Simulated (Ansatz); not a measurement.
# KBr (CsCl type): maximally localised Wannier functions, part 1 of 2

Where do the localised orbitals of KBr (CsCl type) sit, how far are they spread, and how do the settings change that? Plan: PBE, anion s p, 4×4×4; PBE, anion s p, 6×6×6; PBE, anion p, 4×4×4; PBE, cation s and anion p, disentangled, 4×4×4; r2SCAN, anion s p, 4×4×4; r2SCAN, cation s and anion p, disentangled, 4×4×4; r2SCAN, anion p, 4×4×4; HSE06, anion s p, 4×4×4; HSE06, anion p, 4×4×4 (level, trial orbitals, Wannier mesh).

Computed with Ansatz 0.2.0 (plane waves, PAW, unless a step's input says otherwise).

## 1. The starting structure

The structure is cubic, space group Pm-3m (No. 221). Conventional cell: a = 3.976 Å, b = 3.976 Å, c = 3.976 Å, α = 90.00°, β = 90.00°, γ = 90.00°. K (site symmetry m-3m) is surrounded by 8 Br at 3.44 Å. Br (site symmetry m-3m) has 8 K at 3.44 Å in its first shell of neighbours.

As a file:

```xyz
2
Lattice="3.9763 0.0000 0.0000 0.0000 3.9763 0.0000 0.0000 0.0000 3.9763" Properties=species:S:1:pos:R:3 pbc="T T T"
K     0.0000    0.0000    0.0000
Br    1.9881    1.9881    1.9881
```

The cell was relaxed beforehand with r2SCAN; those runs aren't shown.

## 2. PBE, anion s p, 4×4×4

The input, input.yaml:

```yaml
crystal:
  lattice:
    - [3.976255313, 0.0, 0.0]
    - [0.0, 3.976255313, 0.0]
    - [0.0, 0.0, 3.976255313]
  atoms:
    - { symbol: K, position: [0.0, 0.0, 0.0] }
    - { symbol: Br, position: [0.5, 0.5, 0.5] }
kpoints:
  mp_grid: { grid: [6, 6, 6] }
  band_path:
    path:
      - [[0.0, 0.0, 0.0], [2.554406210324e-51, 0.5, 8.072628611435e-36], [0.5, 0.5, 2.341062297316e-34], [0.0, 0.0, 0.0], [0.5, 0.5, 0.5], [2.554406210324e-51, 0.5, 8.072628611435e-36]]
      - [[0.5, 0.5, 0.5], [0.5, 0.5, 2.341062297316e-34]]
    npoints: 10
hamiltonian:
  xc: pbe
scf:
  occupations: { method: fixed }
  n_extra_bands: 6
output:
  forces: false
  stress: false
  eigenvalues: true
  wannier:
    kmesh: [4, 4, 4]
    projections: [{ species: Br, l: s, shell: 4 }, { species: Br, l: p, shell: 4 }]
    minimise: true
    write_hr: true
    conv_tol: 1.0e-08
    max_iter: 3000
```

Command:

```
$ ansatz run input.yaml --threads 4 --pin off --max-ram 3686MiB --backend cpu --events-out ev --progress --plain --runs-dir out
```

Standard output, shortened:

```text
Warning: RAYON_NUM_THREADS=4 ignored (pool sized by the plan → 4); use --threads N
scf.n_extra_bands = 6 over 8 filled bands (N_el = 16.0): the run solves 14 bands
[...]
Pseudopotentials: kind: paw
Pseudopotential: K, paw, valence charge 9, recommended cutoff 420 eV (normal), K.paw.azcp
Pseudopotential: Br, paw, valence charge 7, recommended cutoff 420 eV (normal), Br.paw.azcp
Functional definition: PBE
[...]
Crystal: 2 atoms, lattice volume = 62.867 Å³
Basis set: ecut = 420 eV, 1237 PW (Γ)
Bands: 14, of which v1, the nominal top of the filled ones, is band 8 counted from 1 (7 counted from 0)
Symmetry: 48 space group operations
Space group: Pm-3m (ITA 221), of the structure as read, at distance tolerance 4.0e-5 Å
k-points: 20 of 216
[...]
SCF converged after 6 iterations
Free energy (F): -4324.350850 eV
[...]
E sigma→0 (E₀):  -4324.350850 eV
Fermi energy:    2.704525 eV
[...]
--- Band table (eV; the first three rows and the last of 20) ---
  k-point 0: bands = ["-25.8892", "-10.1759", "-9.3104", "-9.3104", "-9.3104", "2.4278", "2.4278", "2.4278", "6.7278", "8.4968", "8.4968", "12.4172", "12.4172", "12.4172"]
[...]
Wannier search: line search 1 of at most 3000: gauge-dependent spread (as the search counts it) 1.2889495 Å², largest recent change 2.4e-2 Å² and fall left 7.3e-6 Å² against conv_tol 1.0e-8 Å², 0 stops escaped
WARN: <dir> 2 periodic images of 2 elements of H(R) lie 4.88e-4 to 1.95e-3 Å beyond their element's nearest image, near the 9.77e-4 Å window within which an element is shared among its images; whether they share it moves the interpolated H(k) by 2.1e-3 eV (Frobenius norm, root mean square [...]
```

It took 0.87 s on 4 threads of Arm Neoverse V2, shared host; peak memory 0.28 GiB.

wannier.win names the bands that the functions span: 2, 6-8 (counted from 1; 8 are filled).

The head of wannier.spreads.toml:

```toml
omega_i_ang2 = 6.55912144218118
omega_d_ang2 = 0.0017101491720881892
omega_od_ang2 = 0.7212749657105368
omega_total_ang2 = 7.282106557063805
least_projectability = 0.6829033231301055
b_vectors_match_mmn = true
n_iter = 46
converged = true
rejected_fitted_steps = 0
```

The functions (centres in Å, on-site energies from the top of the filled bands):

```csv
n,x,y,z,spread (Å²),on-site (eV),nearest atoms,distance (Å)
1,1.739,1.739,1.739,1.840,-4.206,Br2,0.43
2,1.913,1.913,2.397,1.814,-3.847,Br2,0.42
3,2.397,1.913,1.913,1.814,-3.846,Br2,0.42
4,1.913,2.397,1.913,1.814,-3.846,Br2,0.42
```

The largest hoppings ⟨m, 0|H|n, R⟩, one of each Hermitian pair (signs follow the phases of the functions):

```csv
m,n,R,distance (Å),t (eV)
1,2,0 0 0,0.70,-3.043
1,4,0 0 0,0.70,-3.043
1,3,0 0 0,0.70,-3.042
2,4,0 0 0,0.68,-2.869
2,3,0 0 0,0.68,-2.868
3,4,0 0 0,0.68,-2.868
2,1,0 0 1,3.33,-0.255
4,1,0 1 0,3.33,-0.255
```

Interpolated bands at the corners of the path, eV from the top of the filled bands:

```csv
point,e1,e2,e3,e4
Γ,-12.88,-0.28,-0.28,-0.28
X,-13.06,-2.10,-0.26,-0.26
M,-12.60,-1.48,-1.48,0.00
Γ,-12.88,-0.28,-0.28,-0.28
R,-12.46,-1.55,-1.55,-1.55
X,-13.06,-2.10,-0.26,-0.26
R,-12.46,-1.55,-1.55,-1.55
M,-12.60,-1.48,-1.48,0.00
```

Along the path each interpolated band stays within 0.02, 0.02, 0.01, 0.03 eV of the nearest computed level, from the lowest band up.

## 3. PBE, anion s p, 6×6×6

input.yaml: that of step 2 with these lines changed.

```diff
@@ -25,3 +25,3 @@
   wannier:
-    kmesh: [4, 4, 4]
+    kmesh: [6, 6, 6]
     projections: [{ species: Br, l: s, shell: 4 }, { species: Br, l: p, shell: 4 }]
```

Command:

```
$ ansatz run input.yaml --threads 4 --pin off --max-ram 3686MiB --backend cpu --events-out ev --progress --plain --runs-dir out
```

Standard output, shortened:

```text
Warning: RAYON_NUM_THREADS=4 ignored (pool sized by the plan → 4); use --threads N
scf.n_extra_bands = 6 over 8 filled bands (N_el = 16.0): the run solves 14 bands
[...]
Pseudopotentials: kind: paw
Pseudopotential: K, paw, valence charge 9, recommended cutoff 420 eV (normal), K.paw.azcp
Pseudopotential: Br, paw, valence charge 7, recommended cutoff 420 eV (normal), Br.paw.azcp
Functional definition: PBE
[...]
Crystal: 2 atoms, lattice volume = 62.867 Å³
[...]
SCF converged after 6 iterations
Free energy (F): -4324.350850 eV
[...]
E sigma→0 (E₀):  -4324.350850 eV
Fermi energy:    2.704525 eV
[...]
--- Band table (eV; the first three rows and the last of 20) ---
  k-point 0: bands = ["-25.8892", "-10.1759", "-9.3104", "-9.3104", "-9.3104", "2.4278", "2.4278", "2.4278", "6.7278", "8.4968", "8.4968", "12.4172", "12.4172", "12.4172"]
[...]
Wannier search: line search 1 of at most 3000: gauge-dependent spread (as the search counts it) 1.2972761 Å², largest recent change 3.9e-2 Å² and fall left 5.2e-6 Å² against conv_tol 1.0e-8 Å², 0 stops escaped
```

It took 1.1 s on 4 threads of Arm Neoverse V2, shared host; peak memory 0.29 GiB.

wannier.win names the bands that the functions span: 2, 6-8 (counted from 1; 8 are filled).

The head of wannier.spreads.toml:

```toml
omega_i_ang2 = 7.0676128648360645
omega_d_ang2 = 0.001602137797473996
omega_od_ang2 = 0.7011579323711603
omega_total_ang2 = 7.770372935004699
least_projectability = 0.6829033231210675
b_vectors_match_mmn = true
n_iter = 40
converged = true
rejected_fitted_steps = 0
```

The functions (centres in Å, on-site energies from the top of the filled bands):

```csv
n,x,y,z,spread (Å²),on-site (eV),nearest atoms,distance (Å)
1,1.748,1.748,1.748,1.955,-4.077,Br2,0.42
2,1.912,1.912,2.385,1.938,-3.890,Br2,0.41
3,2.385,1.912,1.912,1.938,-3.890,Br2,0.41
4,1.912,2.385,1.912,1.938,-3.890,Br2,0.41
```

Along the path each interpolated band stays within 0.01, 0.01, 0.01, 0.00 eV of the nearest computed level, from the lowest band up.

## 4. PBE, anion p, 4×4×4

input.yaml: that of step 3 with these lines changed.

```diff
@@ -25,4 +25,4 @@
   wannier:
-    kmesh: [6, 6, 6]
-    projections: [{ species: Br, l: s, shell: 4 }, { species: Br, l: p, shell: 4 }]
+    kmesh: [4, 4, 4]
+    projections: [{ species: Br, l: p, shell: 4 }]
     minimise: true
```

Command:

```
$ ansatz run input.yaml --threads 4 --pin off --max-ram 3686MiB --backend cpu --events-out ev --progress --plain --runs-dir out
```

Standard output, shortened:

```text
Warning: RAYON_NUM_THREADS=4 ignored (pool sized by the plan → 4); use --threads N
scf.n_extra_bands = 6 over 8 filled bands (N_el = 16.0): the run solves 14 bands
[...]
Pseudopotentials: kind: paw
Pseudopotential: K, paw, valence charge 9, recommended cutoff 420 eV (normal), K.paw.azcp
Pseudopotential: Br, paw, valence charge 7, recommended cutoff 420 eV (normal), Br.paw.azcp
Functional definition: PBE
[...]
Crystal: 2 atoms, lattice volume = 62.867 Å³
[...]
SCF converged after 6 iterations
Free energy (F): -4324.350850 eV
[...]
E sigma→0 (E₀):  -4324.350850 eV
Fermi energy:    2.704525 eV
[...]
--- Band table (eV; the first three rows and the last of 20) ---
  k-point 0: bands = ["-25.8892", "-10.1759", "-9.3104", "-9.3104", "-9.3104", "2.4278", "2.4278", "2.4278", "6.7278", "8.4968", "8.4968", "12.4172", "12.4172", "12.4172"]
[...]
Wannier search: line search 1 of at most 3000: gauge-dependent spread (as the search counts it) 0.0061286 Å², largest recent change 0.0e0 Å² and fall left 3.2e-22 Å² against conv_tol 1.0e-8 Å², 0 stops escaped
```

It took 0.82 s on 4 threads of Arm Neoverse V2, shared host; peak memory 0.28 GiB.

wannier.win, as written (k points left out):

```
! ansatz wannier90 interface
! projections by site (counted from 0) and shell: 1 4P
! states of the run's bands (counted from 1): 6-8
! their least projectability: 0.9714
num_bands = 3
num_wann  = 3
num_iter  = 2000
conv_tol = 1e-8
conv_window = 5
guiding_centres = true
write_hr = true

begin unit_cell_cart
Ang
  3.976255313  0.0  0.0
  0.0  3.976255313  0.0
  0.0  0.0  3.976255313
end unit_cell_cart

begin atoms_frac
K  0.0  0.0  0.0
Br  0.5  0.5  0.5
end atoms_frac

mp_grid = 4 4 4
```

wannier.win names the bands that the functions span: 6-8 (counted from 1; 8 are filled).

The head of wannier.spreads.toml:

```toml
omega_i_ang2 = 5.175705370712922
omega_d_ang2 = 0.00000000000000000000023250362388259197
omega_od_ang2 = 0.0061285855360205645
omega_total_ang2 = 5.181833956248943
least_projectability = 0.9714202958022868
b_vectors_match_mmn = true
n_iter = 5
converged = true
rejected_fitted_steps = 0
```

The functions (centres in Å, on-site energies from the top of the filled bands):

```csv
n,x,y,z,spread (Å²),on-site (eV),nearest atoms,distance (Å)
1,1.988,1.988,1.988,1.727,-0.975,Br2,0.00
2,1.988,1.988,1.988,1.727,-0.975,Br2,0.00
3,1.988,1.988,1.988,1.727,-0.975,Br2,0.00
```

The largest hoppings ⟨m, 0|H|n, R⟩, one of each Hermitian pair (signs follow the phases of the functions):

```csv
m,n,R,distance (Å),t (eV)
1,1,0 0 1,3.98,0.364
3,3,0 1 0,3.98,0.364
2,2,1 0 0,3.98,0.364
3,3,0 0 1,3.98,-0.055
1,1,0 1 0,3.98,-0.055
1,1,1 0 0,3.98,-0.055
3,3,1 0 0,3.98,-0.055
2,2,0 1 0,3.98,-0.055
2,2,0 0 1,3.98,-0.055
1,1,1 1 0,5.62,-0.017
3,3,1 0 1,5.62,-0.017
2,2,0 1 1,5.62,-0.017
2,2,0 1 -1,5.62,-0.017
3,3,1 0 -1,5.62,-0.017
```

Interpolated bands at the corners of the path, eV from the top of the filled bands:

```csv
point,e1,e2,e3
Γ,-0.28,-0.28,-0.28
X,-2.10,-0.26,-0.26
M,-1.48,-1.48,0.00
Γ,-0.28,-0.28,-0.28
R,-1.55,-1.55,-1.55
X,-2.10,-0.26,-0.26
R,-1.55,-1.55,-1.55
M,-1.48,-1.48,0.00
```

Along the path each interpolated band stays within 0.04, 0.01, 0.01 eV of the nearest computed level, from the lowest band up.

## 5. PBE, cation s and anion p, disentangled, 4×4×4

input.yaml: that of step 4 with these lines changed.

```diff
@@ -26,3 +26,3 @@
     kmesh: [4, 4, 4]
-    projections: [{ species: Br, l: p, shell: 4 }]
+    projections: [{ species: K, l: s, shell: 4 }, { species: Br, l: p, shell: 4 }]
     minimise: true
@@ -31 +31,2 @@
     max_iter: 3000
+    disentanglement: { window: [-7.3, 18.73], frozen_window: [-4.3, 7.53] }
```

Command:

```
$ ansatz run input.yaml --threads 4 --pin off --max-ram 3686MiB --backend cpu --events-out ev --progress --plain --runs-dir out
```

Standard output, shortened:

```text
Warning: RAYON_NUM_THREADS=4 ignored (pool sized by the plan → 4); use --threads N
scf.n_extra_bands = 6 over 8 filled bands (N_el = 16.0): the run solves 14 bands
[...]
Pseudopotentials: kind: paw
Pseudopotential: K, paw, valence charge 9, recommended cutoff 420 eV (normal), K.paw.azcp
Pseudopotential: Br, paw, valence charge 7, recommended cutoff 420 eV (normal), Br.paw.azcp
Functional definition: PBE
[...]
Crystal: 2 atoms, lattice volume = 62.867 Å³
[...]
SCF converged after 6 iterations
Free energy (F): -4324.350850 eV
[...]
E sigma→0 (E₀):  -4324.350850 eV
Fermi energy:    2.704525 eV
[...]
--- Band table (eV; the first three rows and the last of 20) ---
  k-point 0: bands = ["-25.8892", "-10.1759", "-9.3104", "-9.3104", "-9.3104", "2.4278", "2.4278", "2.4278", "6.7278", "8.4968", "8.4968", "12.4172", "12.4172", "12.4172"]
[...]
Wannier search: line search 1 of at most 3000: gauge-dependent spread (as the search counts it) 0.1271971 Å², largest recent change 2.5e-2 Å² and fall left 1.8e-5 Å² against conv_tol 1.0e-8 Å², 0 stops escaped
```

Wall time 1.6 s (4 threads of Arm Neoverse V2, shared host); peak memory 0.29 GiB.

wannier.win, as written (k points left out):

```
! ansatz wannier90 interface
! projections by site (counted from 0) and shell: 0 4S, 1 4P
! states of the run's bands (counted from 1): 1-21
num_bands = 21
num_wann  = 4
num_iter  = 2000
conv_tol = 1e-8
conv_window = 5
dis_win_min = -7.3
dis_win_max = 18.73
dis_froz_min = -4.3
dis_froz_max = 7.53
dis_num_iter = 10000
guiding_centres = true
write_hr = true

begin unit_cell_cart
Ang
  3.976255313  0.0  0.0
  0.0  3.976255313  0.0
  0.0  0.0  3.976255313
end unit_cell_cart

begin atoms_frac
K  0.0  0.0  0.0
Br  0.5  0.5  0.5
end atoms_frac

mp_grid = 4 4 4
```

The windows are typed on the program's own energy scale, on which the last band filled by count tops at 2.70 eV.

The head of wannier.spreads.toml:

```toml
omega_i_ang2 = 9.391532759542045
omega_d_ang2 = 0.000000000000000000004412407006080193
omega_od_ang2 = 0.12717691889509394
omega_total_ang2 = 9.518709678437139
least_projectability = 0.04522262301723948
b_vectors_match_mmn = true
n_iter = 8
converged = true
rejected_fitted_steps = 0
dis_converged = true
dis_n_iter = 74
dis_n_moved = 0
dis_level_miss = 0.00756507902319214
```

The functions (centres in Å, on-site energies from the top of the filled bands):

```csv
n,x,y,z,spread (Å²),on-site (eV),nearest atoms,distance (Å)
1,0.000,0.000,0.000,4.411,6.273,K1,0.00
2,1.988,1.988,1.988,1.703,-0.760,Br2,0.00
3,1.988,1.988,1.988,1.703,-0.760,Br2,0.00
4,1.988,1.988,1.988,1.703,-0.760,Br2,0.00
```

The largest hoppings ⟨m, 0|H|n, R⟩, one of each Hermitian pair (signs follow the phases of the functions):

```csv
m,n,R,distance (Å),t (eV)
2,1,1 0 0,3.44,0.451
2,1,1 0 1,3.44,-0.451
4,1,1 0 0,3.44,0.451
2,1,0 1 1,3.44,-0.451
3,1,1 0 0,3.44,-0.451
4,1,1 0 1,3.44,0.451
2,1,0 1 0,3.44,0.451
3,1,0 1 1,3.44,0.451
```

Interpolated bands at the corners of the path, eV from the top of the filled bands:

```csv
point,e1,e2,e3,e4
Γ,-0.28,-0.28,-0.28,4.02
X,-2.10,-0.26,-0.26,8.67
M,-1.48,-1.48,0.00,5.43
Γ,-0.28,-0.28,-0.28,4.02
R,-1.55,-1.55,-1.55,12.24
X,-2.10,-0.26,-0.26,8.67
R,-1.55,-1.55,-1.55,12.24
M,-1.48,-1.48,0.00,5.43
```

Along the path each interpolated band stays within 0.08, 0.04, 0.03, 2.68 eV of the nearest computed level, from the lowest band up; bands outside the frozen window needn't match, and between the mesh's points a coarse mesh lets the others stray too.

Misses of an eV or more mean that the model does not follow those bands.

The least projectability is 0.05: some state is hardly reached by the trial orbitals.

## 6. r2SCAN, anion s p, 4×4×4

input.yaml: that of step 5 with these lines changed.

```diff
@@ -16,3 +16,3 @@
 hamiltonian:
-  xc: pbe
+  xc: r2scan
 scf:
@@ -26,3 +26,3 @@
     kmesh: [4, 4, 4]
-    projections: [{ species: K, l: s, shell: 4 }, { species: Br, l: p, shell: 4 }]
+    projections: [{ species: Br, l: s, shell: 4 }, { species: Br, l: p, shell: 4 }]
     minimise: true
@@ -31,2 +31,5 @@
     max_iter: 3000
-    disentanglement: { window: [-7.3, 18.73], frozen_window: [-4.3, 7.53] }
+  write_density: true
+  write_potential: true
+  elf: true
+  volumetric_format: npy
```

Command:

```
$ ansatz run input.yaml --threads 4 --pin off --max-ram 3686MiB --backend cpu --events-out ev --progress --plain --runs-dir out
```

Standard output, shortened:

```text
Warning: RAYON_NUM_THREADS=4 ignored (pool sized by the plan → 4); use --threads N
scf.n_extra_bands = 6 over 8 filled bands (N_el = 16.0): the run solves 14 bands
[...]
Pseudopotentials: kind: paw
Pseudopotential: K, paw, valence charge 9, recommended cutoff 500 eV (meta_gga), K.paw.azcp
Pseudopotential: Br, paw, valence charge 7, recommended cutoff 500 eV (meta_gga), Br.paw.azcp
Functional definition: r2SCAN
[...]
Crystal: 2 atoms, lattice volume = 62.867 Å³
Basis set: ecut = 500 eV, 1575 PW (Γ), exchange–correlation on 120×120×120 points (64 copies of the dense FFT grid, shifted against one another)
[...]
--- Band table (eV; the first three rows and the last of 20) ---
  k-point 0: bands = ["-27.3491", "-10.9891", "-10.0002", "-10.0002", "-10.0002", "2.0470", "2.0470", "2.0470", "7.0932", "8.6751", "8.6751", "12.8363", "12.8363", "12.8363"]
[...]
Wannier search: line search 1 of at most 3000: gauge-dependent spread (as the search counts it) 1.3588249 Å², largest recent change 2.3e-2 Å² and fall left 6.8e-6 Å² against conv_tol 1.0e-8 Å², 0 stops escaped
WARN: <dir> 18 periodic images of 18 elements of H(R) lie 4.88e-4 to 1.95e-3 Å beyond their element's nearest image, near the 9.77e-4 Å window within which an element is shared among its images; whether they share it moves the interpolated H(k) by 5.3e-3 eV (Frobenius norm, root mean [...]
```

Wall time 1.7 s (4 threads of Arm Neoverse V2, shared host); peak memory 0.38 GiB.

wannier.win names the bands that the functions span: 2, 6-8 (counted from 1; 8 are filled).

The head of wannier.spreads.toml:

```toml
omega_i_ang2 = 6.126495951102825
omega_d_ang2 = 0.0013445271515529962
omega_od_ang2 = 0.7396999056925624
omega_total_ang2 = 6.867540383946941
least_projectability = 0.7117714213230522
b_vectors_match_mmn = true
n_iter = 47
converged = true
rejected_fitted_steps = 0
```

The functions (centres in Å, on-site energies from the top of the filled bands):

```csv
n,x,y,z,spread (Å²),on-site (eV),nearest atoms,distance (Å)
1,1.734,1.733,1.733,1.729,-4.281,Br2,0.44
2,1.910,1.910,2.408,1.713,-3.963,Br2,0.43
3,2.408,1.910,1.910,1.713,-3.962,Br2,0.43
4,1.910,2.408,1.910,1.713,-3.963,Br2,0.43
```

Along the path each interpolated band stays within 0.02, 0.02, 0.01, 0.02 eV of the nearest computed level, from the lowest band up.

(Continued in part 2 of 2.)
